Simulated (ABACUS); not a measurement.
Input of an ABACUS 3.10.1 run:

run_abacus.py

```python
"""ABACUS run from a structure file: ASE reads it, the script writes STRU, KPT and INPUT."""
import re
import subprocess
from ase.io import read
from ase.units import Bohr

atoms = read("C.xyz")
atoms = atoms[(-atoms.numbers).argsort(kind="stable")]  # ABACUS lists atoms element by element
pseudo = {'C': 'C.upf'}
orbital = {}
magmoms = None
kmesh = [9, 9, 9]
params = {
    'suffix': 'C',
    'calculation': 'scf',
    'basis_type': 'pw',
    'pseudo_dir': './',
    'symmetry': 1,
    'dft_functional': 'pbe',
    'ecutwfc': 82,
    'pseudo_rcut': 7,
    'nspin': 1,
    'nbands': 8,
    'ks_solver': 'dav',
    'smearing_method': 'fd',
    'smearing_sigma': 0.00367493,
    'scf_thr': 1e-08,
    'scf_nmax': 100,
    'mixing_type': 'broyden',
    'mixing_beta': 0.7,
    'cal_force': 1,
    'cal_stress': 1,
    'kpar': 4,
}

symbols = atoms.get_chemical_symbols()
elements = list(dict.fromkeys(symbols))
lines = ["ATOMIC_SPECIES"] + [f"{e} {atoms.get_masses()[symbols.index(e)]:.4f} {pseudo[e]}" for e in elements]
if orbital:
    lines += ["", "NUMERICAL_ORBITAL"] + [orbital[e] for e in elements]
lines += ["", "LATTICE_CONSTANT", f"{1 / Bohr:.10f}", "", "LATTICE_VECTORS"]
lines += [" ".join(f"{x:.10f}" for x in v) for v in atoms.cell]
lines += ["", "ATOMIC_POSITIONS", "Direct"]
for e in elements:
    lines += ["", e, "0.0", str(symbols.count(e))]
    for i, p in enumerate(atoms.get_scaled_positions(wrap=False)):
        if symbols[i] == e:
            mag = "" if magmoms is None else " mag " + " ".join(str(x) for x in (magmoms[i] if isinstance(magmoms[i], list) else [magmoms[i]]))
            lines.append(" ".join(f"{x:.10f}" for x in p) + " 1 1 1" + mag)
open("STRU", "w").write("\n".join(lines) + "\n")
open("KPT", "w").write("K_POINTS\n0\nGamma\n%d %d %d 0 0 0\n" % tuple(kmesh))
open("INPUT", "w").write("INPUT_PARAMETERS\n" + "".join(f"{k:<20s}{v}\n" for k, v in params.items()))

done = subprocess.run(['mpirun', '-np', '4', 'abacus'])
if done.returncode:
    raise SystemExit(done.returncode)
log = open("OUT.C/running_scf.log").read()
print("final energy (eV):", re.findall(r"FINAL_ETOT_IS (\S+)", log))
```

The input C.xyz:

```xyz
2
Lattice="-0.0267505500 1.7566194500 1.7833700000 1.7566194500 -0.0267505500 1.7833700000 1.7298689000 1.7298689000 0.0000000000" Properties=species:S:1:pos:R:3 pbc="T T T"
C      2.5948033500      2.5948033500      2.6750550000
C      1.7298689000      1.7298689000      1.7833700000
```

Potentials or basis: PseudoDojo NC SR 0.4.1 PBE standard, plane waves.

The run is started by

```console
$ OMP_NUM_THREADS=1 python run_abacus.py > log
```

Task: What does it give for the pressure?

Result: 16.5 GPa.

Task: What does it give for the band gap on the k mesh?

Result: 4.06 eV, indirect (least direct gap 5.07 eV).

Task: What does it give for the largest force?

Result: 0.137 eV/Å.

Stress tensor (GPa, compression positive):
```
21.63 19.00  0.00
19.00 21.63  0.00
 0.00  0.00  6.29
```

Caveat: an odd mesh through Γ misses points on the zone boundary, where band edges often lie.
